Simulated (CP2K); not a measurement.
# Pt in CP2K: the effect of dispersion

Pt:

```xyz
1
Lattice="2.7731 0.0000 0.0000 1.3866 2.4016 0.0000 1.3866 0.8005 2.2643" Properties=species:S:1:pos:R:3 pbc="T T T"
Pt    0.0000    0.0000    0.0000
```

Alike in all runs:

* Program: CP2K 2026.2
* Task: single point
* Functional: r2SCAN
* Potentials or basis: POTENTIAL_UZH Pt GTH-SCAN-q18; TZVP-MOLOPT-SCAN-GTH basis
* Density cutoff: 9184 eV
* k mesh: 12 × 12 × 12
* Occupations: fermi-dirac, width 0.05 eV
* Spin: no spin polarisation

```tsv
dispersion	pressure (GPa)
none	?
D3(BJ)	3.9
D4	5.6
rVV10	5.4
D3(BJ)+ATM	5.5
```

**Question.** What does the run with dispersion none give?

**Answer.** Pressure 7.8 GPa.

Caveats: the basis of atomic orbitals isn't converged, which shifts pressures, moduli and gaps; pairwise dispersion overbinds metals, which lowers pressure and volume (some runs).
